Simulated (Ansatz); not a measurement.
# How Mn answers to pressure

```
Mn
1.0
    -1.39820    1.39820    1.39820
     1.39820   -1.39820    1.39820
     1.39820    1.39820   -1.39820
Mn
1
Cartesian
  0.0000 0.0000 0.0000
```

The cell was built from the bcc type and relaxed in the same program, and has space group Im-3m; it needn't be a known or the stable phase.

Other magnetic orders may lie lower; this is the state that the run reached.

Method: Ansatz 0.2.0, DFT, PBE, all-electron LAPW, scalar-relativistic.

Sampling and basis: a Γ-centred 20×20×20 k mesh, Fermi–Dirac smearing of 0.03 eV, basis error target 0.5 meV/atom, spin-polarised from start moments Mn 4 μB.

The cell is scaled evenly with fractional coordinates held.

```tsv
V/V(cell)	P (GPa)	cell moment (μB)
0.9500	11.87	0.385
0.9750	6.65	0.798
1.0000	0.04	0.859
1.0250	-5.71	0.912
```

(1) From the rows at 0.9750 and 1.0250, what is the bulk modulus at the cell's volume?

(2) How does the moment scale with volume?

(3) Predict the row at V/V(cell) = 1.0500. How far is a linear estimate of P off?

Results:

(1) B = −ΔP/Δln V = −[(-5.71) − (6.65)]/0.05001 = 247.1 GPa.

(2) dln M/dln V = ln(0.912/0.798)/0.05001 = 2.7: expansion raises it.

(3) P = -10.74 GPa, moment 0.957 μB. The linear estimate P(cell) − B ln(V/V(cell)) = -12.02 GPa misses by 1.28 GPa, since the modulus falls on expansion.
